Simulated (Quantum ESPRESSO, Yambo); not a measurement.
Planning a run of Yambo 5.3.0 on BaS (Fm-3m). The input:

```
optics
bss
bse
em1s
dipoles
rim_cut
RandQpts= 1000000
RandGvec= 1 RL
Chimod= "HARTREE"
BSKmod= "SEX"
BSEmod= "resonant"
BSSmod= "d"
BSENGexx= 30 Ry
BSENGBlk= 6 Ry
% BSEQptR
 1 | 1 |
%
% BSEBands
 6 | 14 |
%
% BEnRange
 0 | 7 | eV
%
% BDmRange
 0.1 | 0.1 | eV
%
BEnSteps= 141
% BLongDir
 1 | 0 | 0 |
%
% BndsRnXs
 1 | 68 |
%
NGsBlkXs= 6 Ry
% LongDrXs
 1 | 1 | 1 |
%
% KfnQP_E
 1.452 | 1.0 | 1.0 |
%
WRbsWF
```

```sh
OMP_NUM_THREADS=1 mpirun -n 4 yambo -F bse3.in -J bse3 -C bse3 > bse3.log
```

The stored states that it reads are on a 4×4×4 mesh. Symmetry: Fm-3m, No. 225, cubic system. The conventional cell has a = 6.388 Å, b = 6.388 Å, c = 6.388 Å, α = 90.00°, β = 90.00°, γ = 90.00°. Nearest to Ba lie 6 S at 3.19 Å. Nearest to S lie 6 Ba at 3.19 Å. Farther neighbours and most contacts between anions are not listed.

Estimate wall time and host memory on 4 MPI ranks of Arm Neoverse V1, shared host.

It took 20 s; on shared hardware allow 9.8 s to 39 s. Peak host memory was 1.2 GiB.

The kernel grows as the square of the matrix size, and full diagonalisation as its cube.

[Paths, hosts, dates, memory and timing lines, banners, echoed tables and standing remarks are left out of the program output.]

[Logs are printed without paths, hosts, clocks, repeated set-up lines and the standing remarks that a program may print on its own settings, such as how far it seeks lower states.]

[Runs of the session that timed out or met a known fault of the program may be left out.]

[Hosts, paths, dates, database ids (printed as entryN), source tags and the programs' standing remarks are cut or masked in the printed files.]
